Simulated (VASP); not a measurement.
A run of VASP 6.6.1:

File INCAR:

```
SYSTEM = C
PREC = Accurate
ENCUT = 520
EDIFF = 1E-7
ISMEAR = 0
SIGMA = 0.1
LREAL = .False.
LASPH = .True.
NELM = 120
ALGO = Normal
ISIF = 3
LWAVE = .False.
LCHARG = .False.
GGA = PE
IBRION = 2
NSW = 60
EDIFFG = -0.005
POTIM = 0.3
KPAR = 2
```

The input KPOINTS:

```
Automatic mesh
0
Gamma
  16 16 5
  0 0 0
```

The input POSCAR:

```
C                                       
1.0
    2.4676783855      0.0000000000      0.0000000000
   -1.2338391927      2.1370721728      0.0000000000
    0.0000000000      0.0000000000      7.6062513980
  C             
     4
Direct
     0.0000000000000000    0.0000000000000000    0.0024666355185197
     0.0000000000000000    0.0000000000000000    0.5024666355185198
     0.3333333300000021    0.6666666699999979    0.0025333644814829
     0.6666666699999979    0.3333333300000021    0.5025333644814828
```

Potentials or basis: VASP PAW PBE potentials, release 64 (C).

Command:

```console
$ cat potpaw_PBE.64/C/POTCAR > POTCAR
$ mpirun -np 2 vasp_std > vasp.out
```

Hardware: 2 MPI ranks on AMD EPYC 7R13 Processor (Zen 3) (shared host).

Task: How long does it take, and how much memory?

Result: Wall time 3.5 min on 2 MPI ranks on AMD EPYC 7R13 Processor (Zen 3) (shared host), peak memory 0.14 GiB a rank. Counts: scf iterations 168, k points 90, ion steps 16.
